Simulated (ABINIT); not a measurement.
Runs of ABINIT 10.8.3 (patched build) on Ag. It takes space group Fm-3m (No. 225, cubic). The conventional cell has a = 4.085 Å, b = 4.085 Å, c = 4.085 Å, α = 90.00°, β = 90.00°, γ = 90.00°. Ag (site symmetry m-3m) has 12 Ag at 2.89 Å as nearest neighbours. 

| potentials or basis | cutoff (eV) | fine-grid cutoff | gap on the mesh (eV) | pressure (GPa) |
| --- | --- | --- | --- | --- |
| PseudoDojo NC SR PBE v0.4.1 standard | 1333 | - | none | -0.2 |
| SG15 NC PBE v1.2 | 844 | - | none | 0.6 |
| JTH PAW PBE v2.0 | 544 | 1088.46 eV | none | 1.1 |
| Ansatz PAW PBE default generated set, frozen core | 490 | 979.61 eV | none | 1.1 |
| Ansatz NC r2SCAN | 1469 | - | none | (a) |

Alike in all rows: task single point; level r2SCAN; no spin polarisation; cell as given; k mesh 11 × 11 × 11; smearing fermi-dirac 0.05 eV.

Task: Fill in the values left out.

Result: (a) 1.2.

Caveats: the potentials were made for another functional, which shifts forces and pressure (some runs); the PAW data sets were made with another functional, which shifts forces and pressure a little (some runs); a meta-GGA on potentials with a model core is unreliable (some runs).

A k mesh can miss the band edges, and the runs leave out spin-orbit coupling on Ag.

A gap of «none» marks a metal or a gap under the smearing width.

The runs don't all hold the same shells in valence.
